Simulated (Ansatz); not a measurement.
# Pressure against volume: Te

```cif
data_structure
_symmetry_space_group_name_H-M 'Fm-3m'
_symmetry_Int_Tables_number 225
_cell_length_a 4.8342
_cell_length_b 4.8342
_cell_length_c 4.8342
_cell_angle_alpha 90.000
_cell_angle_beta 90.000
_cell_angle_gamma 90.000
_cell_volume 112.97
loop_
_atom_site_label
_atom_site_type_symbol
_atom_site_symmetry_multiplicity
_atom_site_Wyckoff_symbol
_atom_site_fract_x
_atom_site_fract_y
_atom_site_fract_z
_atom_site_occupancy
Te1 Te 4 a 0.00000 0.00000 0.00000 1
```

The runs use the primitive cell with vectors (0.000, 2.417, 2.417), (2.417, 0.000, 2.417), (2.417, 2.417, 0.000) Å, to which the k mesh refers.

The structure comes from a relaxation in the same program, started in the fcc type, and has space group Fm-3m. Whether it is a known phase or the ground state wasn't checked.

No spin–orbit coupling, which matters for the heavy atoms here.

Levels of theory: DFT, PBE, all-electron LAPW, scalar-relativistic (Ansatz 0.2.0); DFT, PBE, PAW with Ansatz's default frozen-core files, scalar-relativistic (Ansatz 0.2.0).

For LAPW: a Γ-centred 14×14×14 k mesh, Fermi–Dirac smearing of 0.05 eV, basis error target 0.25 meV/atom, no spin polarisation. PAW takes a cutoff of 420 eV at this cell. The Ansatz runs share mesh, smearing and spin set-up. Plane-wave (PAW) pressures include the program's estimate of the Pulay term.

The cell above is scaled evenly, with fractional coordinates and shape held.

```
V/V(cell)  V (Å³/atom)  P, LAPW (GPa)  P, PAW (GPa)  free energy over the lowest listed, PAW (meV/atom)
   0.9405       26.562           3.72          3.71                                                18.2
   0.9800       27.678           1.10          1.09                                                 1.9
   1.0000       28.243           0.00         -0.01                                                 0.0
   1.0200       28.807              ?             ?                                                   ?
   1.0600       29.937          -2.65         -2.66                                                14.9
```

Task: Fill in the row V/V(cell) = 1.0200.

Result: P, LAPW (GPa) = -0.98, P, PAW (GPa) = -0.99, free energy over the lowest listed, PAW (meV/atom) = 1.8.

Task: What do Birch–Murnaghan fits to the pressures give?

Result: LAPW: V0 = 28.24 Å³/atom, B0 = 52 GPa, B0′ = 4.8; PAW: V0 = 28.24 Å³/atom, B0 = 52 GPa, B0′ = 4.8.

PAW's V0 lies -0.02 % from the all-electron value and its B0 0.0 %. Symmetry fixes shape and coordinates here, so this is the relaxed modulus.
